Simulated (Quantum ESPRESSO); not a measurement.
Runs of Quantum ESPRESSO 7.5 on V. Symmetry: Im-3m, No. 229, cubic system. Conventional cell: a = 3.029 Å, b = 3.029 Å, c = 3.029 Å, α = 90.00°, β = 90.00°, γ = 90.00°. Around V (site symmetry m-3m) lie 8 V at 2.62 Å. 

```tsv
task	level	potentials or basis	spin	cell	k mesh	cutoff (eV)	smearing	form of the LDA correlation	mixing beta	q mesh	iterations	mesh quality	gap on the mesh (eV)	pressure (GPa)	moment (μB)
band structure	LDA	PseudoDojo 0.4.1 SR LDA standard	collinear, ferromagnetic start	as given	12 × 12 × 12	1143	fermi-dirac 0.05 eV	PW92	0.3	-	-	not flagged	none	-17.6	0.00
phonons	PBE	JTH 2.0 PBE	collinear, ferromagnetic start	relaxed	12 × 12 × 12	490	cold 0.272 eV	-	0.3	-	-	not flagged	none	0.0	0.00
band structure	PBEsol	PseudoDojo 0.4.1 SR PBEsol standard	collinear, ferromagnetic start	as given	12 × 12 × 12	1143	fermi-dirac 0.05 eV	-	0.3	-	-	not flagged	none	-11.9	0.00
phonon dispersion	LDA	JTH 2.0 LDA	collinear, ferromagnetic start	relaxed	12 × 12 × 12	490	cold 0.2 eV	PW92	0.3	2 × 2 × 2	-	not flagged	none	0.0	0.00
band structure	PBE	PseudoDojo 0.4.1 SR PBE standard	collinear, ferromagnetic start	as given	12 × 12 × 12	1143	fermi-dirac 0.05 eV	-	0.3	-	-	not flagged	none	(a)	0.00
phonons and electron-phonon coupling	PBEsol	GBRV 1.5 PBEsol	off	relaxed	12 × 12 × 12	612	methfessel-paxton 0.272 eV	-	0.5	4 × 4 × 4	-	not flagged	none	0.0	-
energy-loss spectrum	LDA	PseudoDojo 0.4.1 SR LDA stringent	off	as given	6 × 6 × 6	1143	cold 0.136 eV	PW92	0.5	-	400	coarse	none	-16.1	-
phonons	PBEsol	GBRV 1.5 PBEsol	collinear, ferromagnetic start	relaxed	12 × 12 × 12	612	methfessel-paxton 0.2 eV	-	0.3	-	-	not flagged	none	0.0	0.00
```

Task: Fill in the values left out.

Result: (a) -5.2.

Caveats: some runs use coarse meshes; so large a pressure means that the cell lies far from this level's equilibrium, or that cutoff or potentials fall short (some runs); the cutoff is low for these files, which shifts pressure and relaxed volume (some runs); some modes are imaginary (some runs); λ from interpolated matrix elements is rough: modes that symmetry makes equal can differ by tens of percent (some runs); the Lanczos chain is short for so many electrons, so humps in the spectrum may be artefacts (some runs).

A k mesh can miss the band edges.

A gap of «none» marks a metal or a gap under the smearing width.

Not every run made on this cell is shown here.
